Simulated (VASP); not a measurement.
# InSb2As3 (P3m1) in VASP: settings compared

The runs below take InSb2As3 through relaxation of cell and atoms, single point, with PBE, r2SCAN.

Program: VASP 6.6.1. These are calculated values, not measurements. Logs are shortened: lines on timing, memory, paths and dates and some standing lists are left out, and cuts for length are marked.

### 1 The crystal as given

The structure is trigonal, space group P3m1 (No. 156). Conventional cell: a = 4.277 Å, b = 4.277 Å, c = 10.292 Å, α = 90.00°, β = 90.00°, γ = 120.00°. In (site symmetry 3m) has 3 As at 2.64 Å as nearest neighbours. Around Sb (site symmetry 3m) lie 3 As at 2.77 Å. Sb (site symmetry 3m) has 3 As at 2.79 Å as nearest neighbours. As (site symmetry 3m) has 3 In at 2.64 Å as nearest neighbours. Around As (site symmetry 3m) lie 3 Sb at 2.79 Å and 3 As at 3.11 Å. As (site symmetry 3m) has 3 Sb at 2.77 Å and 3 As at 3.11 Å as nearest neighbours.

The cell was built by a generator and needn't be a form met in nature.

### 2 Relaxation of cell and atoms, PBE

INCAR

```
SYSTEM = InSb2As3
PREC = Accurate ; ENCUT = 520
EDIFF = 1E-6 ; ISMEAR = 0
SIGMA = 0.1 ; LREAL = .False.
LASPH = .True. ; NELM = 120
ALGO = Normal ; ISIF = 3
LWAVE = .False. ; LCHARG = .False.
GGA = PE ; IBRION = 2
NSW = 90 ; EDIFFG = -0.01
KPAR = 4
```

KPOINTS

```
regular mesh
0
Gamma
  8 8 4
  0 0 0
```

POSCAR

```
InSb2As3
1.0
    4.2771290600      0.0000000000      0.0000000000
   -2.1385645300      3.7041024200      0.0000000000
    0.0000000000      0.0000000000     10.2920000000
In Sb As
1 2 3
Direct
    0.0000000000      0.0000000000      0.5486785900
    0.3333333300      0.6666666700      0.7829382000
    0.3333333300      0.6666666700      0.2157015200
    0.6666666700      0.3333333300      0.4591916100
    0.6666666700      0.3333333300      0.0886125100
    0.0000000000      0.0000000000      0.9049747400
```

Potentials or basis: VASP PAW PBE potentials, release 64 (In_d, Sb, As).

Started as:

```sh
> cat potpaw_PBE.64/In_d/POTCAR potpaw_PBE.64/Sb/POTCAR potpaw_PBE.64/As/POTCAR > POTCAR
> mpirun -np 4 vasp_std > vasp.out
```

OUTCAR:

```text
SYSTEM = InSb2As3
   PREC = Accurate
   ENCUT = 520
   EDIFF = 1E-6
   ISMEAR = 0
   LREAL = .False.
   LASPH = .True.
   NELM = 120
   ISIF = 3
   GGA = PE
   IBRION = 2
   NSW = 90
   EDIFFG = -0.01

 ion  position               nearest neighbor table
   1  0.000  0.000  0.549-   4 2.64   4 2.64   4 2.64   2 3.45   2 3.45   2 3.45
   2  0.333  0.667  0.783-   6 2.77   6 2.77   6 2.77   1 3.45   1 3.45   1 3.45
   3  0.333  0.667  0.216-   5 2.79   5 2.79   5 2.79
   4  0.667  0.333  0.459-   1 2.64   1 2.64   1 2.64
   5  0.667  0.333  0.089-   3 2.79   3 2.79   3 2.79
   6  0.000  0.000  0.905-   2 2.77   2 2.77   2 2.77

  LATTYP: Found a hexagonal cell.
 ALAT       =     4.2771290600
 C/A-ratio  =     2.4062869873

  Lattice vectors:

 A1 = (   4.2771290600,   0.0000000000,   0.0000000000)
 A2 = (  -2.1385645300,   3.7041024200,   0.0000000000)
 A3 = (   0.0000000000,   0.0000000000,  10.2920000000)

Analysis of symmetry for initial positions (statically):
=====================================================================
 Subroutine PRICEL returns:
 Original cell was already a primitive cell.

 Routine SETGRP: Setting up the symmetry group for a
 hexagonal supercell.

 Subroutine GETGRP returns: Found  6 space group operations
 (whereof  6 operations were pure point group operations)
 out of a pool of 24 trial point group operations.

The static configuration has the point symmetry C_3v.

Analysis of symmetry for dynamics (positions and initial velocities):
=====================================================================
 Subroutine PRICEL returns:
 Original cell was already a primitive cell.

 Routine SETGRP: Setting up the symmetry group for a
 hexagonal supercell.

 Subroutine GETGRP returns: Found  6 space group operations
 (whereof  6 operations were pure point group operations)
 out of a pool of 24 trial point group operations.

The dynamic configuration has the point symmetry C_3v.

 Subroutine INISYM returns: Found  6 space group operations
 (whereof  6 operations are pure point group operations),
 and found     1 'primitive' translations

----------------------------------------------------------------------------------------

                                     Primitive cell

  volume of cell :     163.0554

  direct lattice vectors                    reciprocal lattice vectors
     4.277129060  0.000000000  0.000000000     0.233801689  0.134985468  0.000000000
    -2.138564530  3.704102420  0.000000000     0.000000000  0.269970937  0.000000000
     0.000000000  0.000000000 10.292000000     0.000000000  0.000000000  0.097162845

  length of vectors
     4.277129060  4.277129059 10.292000000     0.269970937  0.269970937  0.097162845

  position of ions in fractional coordinates (direct lattice)
     0.000000000  0.000000000  0.548678590
     0.333333330  0.666666670  0.782938200
     0.333333330  0.666666670  0.215701520
     0.666666670  0.333333330  0.459191610
     0.666666670  0.333333330  0.088612510
     0.000000000  0.000000000  0.904974740

  ion indices of the primitive-cell ions
   primitive index   ion index
                 1           1
                 2           2
                 3           3
                 4           4
                 5           5
                 6           6

----------------------------------------------------------------------------------------

 KPOINTS: regular mesh

Automatic generation of k-mesh.
 Grid dimensions read from file:
 generate k-points for:    8    8    4

 Generating k-lattice:

  Cartesian coordinates                     Fractional coordinates (reciprocal lattice)
     0.029225211  0.016873184  0.000000000     0.125000000 -0.000000000  0.000000000
     0.000000000  0.033746367  0.000000000     0.000000000  0.125000000  0.000000000
     0.000000000  0.000000000  0.024290711     0.000000000  0.000000000  0.250000000

  Length of vectors
     0.033746367  0.033746367  0.024290711

  Shift w.r.t. Gamma in fractional coordinates (k-lattice)
     0.000000000  0.000000000  0.000000000

 Subroutine IBZKPT returns following result:
 ===========================================

 Found     35 irreducible k-points:

 Following reciprocal coordinates:
            Coordinates               Weight
  0.000000  0.000000  0.000000      1.000000
  0.125000 -0.000000  0.000000      6.000000
  0.250000 -0.000000  0.000000      6.000000
  0.375000 -0.000000  0.000000      6.000000
  0.500000 -0.000000  0.000000      3.000000
  0.125000  0.125000  0.000000      6.000000
[... 16 lines left out ...]
 -0.125000  0.500000  0.250000     12.000000
  0.250000  0.250000  0.250000     12.000000
 [... further k-points ...]
   k-points           NKPTS =     35   k-points in BZ     NKDIM =     35   number of bands    NBANDS=     23
   number of dos      NEDOS =    301   number of ions     NIONS =      6
   total plane-waves  NPLWV =  81920
   dimension x,y,z NGX =    32 NGY =   32 NGZ =   80
[... 26 lines left out ...]
   NUPDOWN=      -1.0000    fix difference up-down
   EMIN   =  10.00;   EMAX   =-10.00  energy-range for DOS
   EFERMI =   0.00;   METHOD = LEGACY
   ISMEAR =     0;   SIGMA  =   0.10  broadening in eV -4-tet -1-fermi 0-gaus
   EFERMI_NEDOS =   21; number of points for ismear=-14 and -15
   IALGO  =     38    algorithm
   IMIX   =      4    mixing-type and parameters
     AMIX     =   0.40;   BMIX     =  1.00
     AMIX_MAG =   1.60;   BMIX_MAG =  1.00
  volume/ion in A,a.u.               =      27.18       183.39
  Fermi-wavevector in a.u.,A,eV,Ry     =   1.007452  1.903808 13.809360  1.014959
  Thomas-Fermi vector in A             =   2.140258
   LORBIT       =      0    0 simple, 1 ext, 2 COOP (PROOUT), +10 PAW based schemes
   GGA     = PE    functional components
   LHFCALC =     F    Hartree Fock is set to
   AEXX    =    0.0000 exact exchange contribution
   IVDW    =     0    specifies the selected vdW correction
   LEPSILON=     F    determine dielectric tensor
   LRPA    =     F    only Hartree local field effects (RPA)
 conjugate gradient relaxation of ions
 non-spin polarized calculation
 Gauss-broadening in eV      SIGMA  =   0.10
  energy-cutoff  :      520.00
  volume of cell :      163.06
 maximum number of plane-waves:      4416
   NGX = 15   NGY = 15   NGZ = 39

--------------------------------------- Ionic step        1  -------------------------------------------

 number of electron      37.9999996 magnetization

 Free energy of the ion-electron system (eV)
  ---------------------------------------------------
  ext. energy  EPLUGINS =         0.00000000
  ---------------------------------------------------
  free energy    TOTEN  =       -24.20775773 eV

  energy without entropy =      -24.20522743  energy(sigma->0) =      -24.20649258

------------------------ aborting loop because EDIFF is reached ----------------------------------------

  FORCE on cell =-STRESS in cart. coord.  units (eV):
  Direction    XX          YY          ZZ          XY          YZ          ZX
  --------------------------------------------------------------------------------------
  -------------------------------------------------------------------------------------
  Total       -0.9752321     -0.9752321      2.6473297      0.0000000      0.0000000      0.0000000
  in kB       -9.5826023     -9.5826023     26.0125837      0.0000000      0.0000000      0.0000000
  external PRESSURE =       2.2824597 kB  Pullay stress =       0.0000000 kB
[... 101 lines left out ...]
  FREE ENERGIE OF THE ION-ELECTRON SYSTEM (eV)
  ---------------------------------------------------
  free  energy   TOTEN  =       -24.3460971668 eV

  energy  without entropy=      -24.3402057300  energy(sigma->0) =      -24.34315145

[... ionic steps 4 to 17 ...]

--------------------------------------- Ionic step       18  -------------------------------------------

 number of electron      38.0000009 magnetization

------------------------ aborting loop because EDIFF is reached ----------------------------------------

  FORCE on cell =-STRESS in cart. coord.  units (eV):
  Direction    XX          YY          ZZ          XY          YZ          ZX
  --------------------------------------------------------------------------------------
  -------------------------------------------------------------------------------------
  Total        0.0144025      0.0144025     -0.0146724      0.0000000     -0.0000000     -0.0000000
  in kB        0.1392201      0.1392201     -0.1418290      0.0000000     -0.0000000     -0.0000000
  external PRESSURE =       0.0455370 kB  Pullay stress =       0.0000000 kB
[... 65 lines left out ...]
  energy  without entropy=      -24.3701008939  energy(sigma->0) =      -24.37286965

--------------------------------------- Ionic step       20  -------------------------------------------

 number of electron      38.0000010 magnetization

 Free energy of the ion-electron system (eV)
  ---------------------------------------------------
  ext. energy  EPLUGINS =         0.00000000
  ---------------------------------------------------
  free energy    TOTEN  =       -24.37567032 eV

  energy without entropy =      -24.37011182  energy(sigma->0) =      -24.37289107

 E-fermi :   5.2716     XC(G=0):  -9.3932

 val. band max:        5.2620925135   @ k =   0.1250  -0.0000   0.5000
 cond. band min:       5.3181344210   @ k =   0.1250  -0.0000   0.2500
 fundamental gap:      0.0560419075
 Fermi energy:         5.2716482799

 k-point     1 :       0.0000    0.0000    0.0000
  band No.  band energies     occupation
      1      -9.2782      2.00000
      2      -9.2300      2.00000
      3      -9.2300      2.00000
      4      -9.1235      2.00000
      5      -9.1235      2.00000
      6      -7.8182      2.00000
[... 613 lines left out ...]
     22       7.1880      0.00000
     23       8.0245      0.00000

 [... further k-points ...]

------------------------ aborting loop because EDIFF is reached ----------------------------------------

  FORCE on cell =-STRESS in cart. coord.  units (eV):
  Direction    XX          YY          ZZ          XY          YZ          ZX
  --------------------------------------------------------------------------------------
  -------------------------------------------------------------------------------------
  Total        0.0245610      0.0245610     -0.0035165      0.0000000      0.0000000      0.0000000
  in kB        0.2376248      0.2376248     -0.0340214      0.0000000      0.0000000      0.0000000
  external PRESSURE =       0.1470761 kB  Pullay stress =       0.0000000 kB
[... 21 lines left out ...]
  FREE ENERGIE OF THE ION-ELECTRON SYSTEM (eV)
  ---------------------------------------------------
  free  energy   TOTEN  =       -24.3756703169 eV

  energy  without entropy=      -24.3701118185  energy(sigma->0) =      -24.37289107

 reached required accuracy - stopping structural energy minimisation
```

Wall time 6.5 min (4 MPI ranks of Intel Xeon Platinum 8488C (Sapphire Rapids), shared host); peak memory 0.36 GiB.

Results:

- Free energy: -24.3757 eV
- Relaxed volume: 27.60 Å³/atom
- Relaxed cell: a = 4.142 Å, b = 4.142 Å, c = 11.147 Å, α = 90.00°, β = 90.00°, γ = 120.00°
- Space group after relaxing (to 0.05 Å): P3m1 (No. 156)
- Energy gained by relaxing: 28.0 meV/atom
- Ionic steps: 20
- Pressure after relaxing: 0.0 GPa
- Largest force after relaxing: 0.008 eV/Å
- Band gap on the k mesh: none (metal or under the smearing width)

Forces on the atoms (eV/Å):
```
In   0.000  0.000  0.000
Sb   0.000  0.000 -0.004
Sb   0.000  0.000  0.008
As   0.000  0.000 -0.002
As   0.000  0.000 -0.006
As   0.000  0.000  0.004
```

The path:
```
step  energy change (eV)  largest force (eV/Å)  pressure (GPa)  volume (Å³)
   1              0.0000                0.5337            0.23       163.06
   2             -0.0869                0.2435           -0.14       163.92
   3             -0.1383                0.2484           -0.68       165.06
   4             -0.1528                0.2283            0.70       161.78
   5             -0.1538                0.2073            0.42       162.41
   6             -0.1630                0.0916            0.20       163.50
   7             -0.1654                0.0803            0.05       164.36
   8             -0.1654                0.0857            0.05       164.40
   9             -0.1660                0.0716            0.00       164.71
  10             -0.1670                0.0454           -0.12       165.63
  11             -0.1674                0.0210           -0.01       165.44
  12             -0.1675                0.0271            0.05       165.35
  13             -0.1676                0.0241            0.04       165.44
  14             -0.1677                0.0232            0.01       165.71
  15             -0.1678                0.0168           -0.03       165.82
  16             -0.1678                0.0115           -0.05       165.91
  17             -0.1679                0.0155            0.00       165.75
  18             -0.1679                0.0153            0.00       165.75
  19             -0.1679                0.0125            0.01       165.71
  20             -0.1679                0.0083            0.01       165.60
```

Final structure:
```
CELL_PARAMETERS angstrom
4.14187 0.00000 0.00000
-2.07094 3.58697 0.00000
0.00000 0.00000 11.14655
ATOMIC_POSITIONS crystal
In 0.00000 0.00000 0.54718
Sb 0.33333 0.66667 0.78127
Sb 0.33333 0.66667 0.21783
As 0.66667 0.33333 0.45552
As 0.66667 0.33333 0.08913
As 0.00000 0.00000 0.90917
```

Levels at points of the mesh, in eV from the Fermi level:
```tsv
k point	band 15	band 16	band 17	band 18	band 19	band 20	band 21	band 22	band 23
(0.00, 0.00, 0.00)	-1.27	-1.27	-0.56	-0.22	-0.22	0.53	1.24	1.24	1.81
(0.50, 0.00, 0.00)	-2.78	-2.44	-2.22	-1.58	-0.76	-0.01	1.28	1.43	2.12
(0.00, 0.00, 0.50)	-1.28	-1.09	-0.81	-0.21	-0.21	0.72	1.20	1.20	1.63
(0.50, 0.00, 0.50)	-2.38	-2.30	-1.77	-1.39	-1.27	-0.02	0.81	1.73	1.77
```

The run has no spin-orbit coupling, so splittings on Sb are missing.

### 3 Relaxation of cell and atoms, PBE

This run uses another cell than the first one, of 27.60 Å³/atom, 1.016 times its volume.

INCAR

```
SYSTEM = InSb2As3
PREC = Accurate ; ENCUT = 520
EDIFF = 1E-7 ; ISMEAR = 0
SIGMA = 0.1 ; LREAL = .False.
LASPH = .True. ; NELM = 120
ALGO = Normal ; ISIF = 3
LWAVE = .False. ; LCHARG = .False.
GGA = PE ; IBRION = 2
NSW = 60 ; EDIFFG = -0.005
POTIM = 0.3 ; KPAR = 4
```

KPOINTS is that of step 2.

POSCAR

```
InSb2As3                                
1.0
    4.1418746155     -0.0000000000     -0.0000000000
   -2.0709373078      3.5869686352     -0.0000000000
    0.0000000000      0.0000000000     11.1465544209
  In              Sb              As            
     1     2     3
Direct
     0.0000000000000000    0.0000000000000000    0.5471796661118327
     0.3333333300000021    0.6666666699999979    0.7812715727991704
     0.3333333300000021    0.6666666699999979    0.2178285505101272
     0.6666666699999979    0.3333333300000021    0.4555170871198748
     0.6666666699999979    0.3333333300000021    0.0891285526788555
     0.0000000000000000    0.0000000000000000    0.9091717407801356
```

Potentials or basis: VASP PAW PBE potentials, release 64 (In_d, Sb, As).

Started as:

```sh
> cat potpaw_PBE.64/In_d/POTCAR potpaw_PBE.64/Sb/POTCAR potpaw_PBE.64/As/POTCAR > POTCAR
> mpirun -np 4 vasp_std > vasp.out
```

It took 49 s on 4 MPI ranks of Intel Xeon Platinum 8488C (Sapphire Rapids), shared host; peak memory 0.38 GiB.

It converged, with:

```yaml
Free_energy: -24.3759 eV
Relaxed_volume: 27.61 Å³/atom
Relaxed_cell: a = 4.142 Å, b = 4.142 Å, c = 11.147 Å, α = 90.00°, β = 90.00°, γ = 120.00°
Space_group_after_relaxing_to_0.05_Å: P3m1 (No. 156)
Energy_gained_by_relaxing: 0.0 meV/atom
Ionic_steps: 2
Pressure_after_relaxing: 0.0 GPa
Largest_force_after_relaxing: 0.005 eV/Å
Band_gap_on_the_k_mesh: none (metal or under the smearing width)
```

Forces on the atoms (eV/Å):
```
In   0.000  0.000 -0.001
Sb   0.000  0.000 -0.002
Sb   0.000  0.000  0.005
As   0.000  0.000 -0.001
As   0.000  0.000 -0.002
As   0.000  0.000  0.001
```

Final structure:
```
In Sb As
1.0
     4.14235    0.00000    0.00000
    -2.07118    3.58738    0.00000
     0.00000    0.00000   11.14663
In Sb As
1 2 3
Direct
  0.00000 0.00000 0.54718
  0.33333 0.66667 0.78126
  0.33333 0.66667 0.21785
  0.66667 0.33333 0.45551
  0.66667 0.33333 0.08911
  0.00000 0.00000 0.90918
```

Levels at points of the mesh, in eV from the Fermi level:
```
           k point  band 17  band 18  band 19  band 20  band 21  band 22
(0.00, 0.00, 0.00)    -0.56    -0.22    -0.22     0.53     1.24     1.24
(0.50, 0.00, 0.00)    -2.22    -1.58    -0.76    -0.01     1.28     1.43
(0.00, 0.00, 0.50)    -0.81    -0.21    -0.21     0.72     1.20     1.20
(0.50, 0.00, 0.50)    -1.77    -1.39    -1.27    -0.02     0.81     1.73
```

The run has no spin-orbit coupling, so splittings on Sb are missing.

### 4 Single point, r2SCAN

This run uses another cell than the first one, of 27.61 Å³/atom, 1.016 times its volume.

INCAR

```
SYSTEM = InSb2As3
PREC = Accurate ; ENCUT = 520
EDIFF = 1E-6 ; ISMEAR = 0
SIGMA = 0.1 ; LREAL = .False.
LASPH = .True. ; NELM = 150
ALGO = Normal ; ISIF = 2
LWAVE = .False. ; LCHARG = .False.
METAGGA = R2SCAN ; LMIXTAU = .True.
NBANDS = 28 ; KPAR = 4
```

KPOINTS is that of step 3.

POSCAR

```
InSb2As3                                
1.0
    4.1423535159     -0.0000000000      0.0000000000
   -2.0711767580      3.5873833751     -0.0000000000
   -0.0000000000      0.0000000000     11.1466266726
  In              Sb              As            
     1     2     3
Direct
     0.0000000000000000    1.0000000000000000    0.5471785839893974
     0.3333333300000021    0.6666666699999979    0.7812609013918629
     0.3333333300000021    0.6666666699999979    0.2178501120721104
     0.6666666699999979    0.3333333300000021    0.4555121993174749
     0.6666666699999979    0.3333333300000021    0.0891133627721472
     0.0000000000000000    1.0000000000000000    0.9091820104570038
```

Started as:

```sh
> cat potpaw_PBE.64/In_d/POTCAR potpaw_PBE.64/Sb/POTCAR potpaw_PBE.64/As/POTCAR > POTCAR
> mpirun -np 4 vasp_std > vasp.out
```

It took 2.1 min on 4 MPI ranks of Intel Xeon Platinum 8488C (Sapphire Rapids), shared host; peak memory 0.41 GiB.

The run converged. Its results:

```yaml
Free_energy: -117.7168 eV
Pressure: -1.3 GPa
Largest_force: 0.341 eV/Å
Band_gap_on_the_k_mesh: none (metal or under the smearing width)
```

Forces on the atoms (eV/Å):
```
In   0.000  0.000 -0.286
Sb   0.000  0.000  0.213
Sb   0.000  0.000 -0.253
As   0.000  0.000  0.341
As   0.000  0.000  0.226
As   0.000  0.000 -0.240
```

Stress tensor (GPa, compression positive):
```
-1.68  0.00  0.00
 0.00 -1.68  0.00
 0.00  0.00 -0.64
```

Levels at points of the mesh, in eV from the Fermi level:
```
           k point  band 15  band 16  band 17  band 18  band 19  band 20  band 21  band 22  band 23  band 24
(0.00, 0.00, 0.00)    -1.48    -1.48    -0.46    -0.35    -0.35     0.59     1.22     1.22     1.90     2.38
(0.50, 0.00, 0.00)    -3.00    -2.55    -2.48    -1.75    -0.88     0.07     1.30     1.57     2.14     2.45
(0.00, 0.00, 0.50)    -1.49    -1.11    -0.81    -0.34    -0.34     0.83     1.17     1.17     1.71     2.44
(0.50, 0.00, 0.50)    -2.63    -2.48    -1.90    -1.57    -1.40     0.03     0.89     1.79     1.79     2.85
```

Caveat: the PAW data sets were made with another functional, which shifts forces and pressure a little. The run has no spin-orbit coupling, so splittings on Sb are missing.
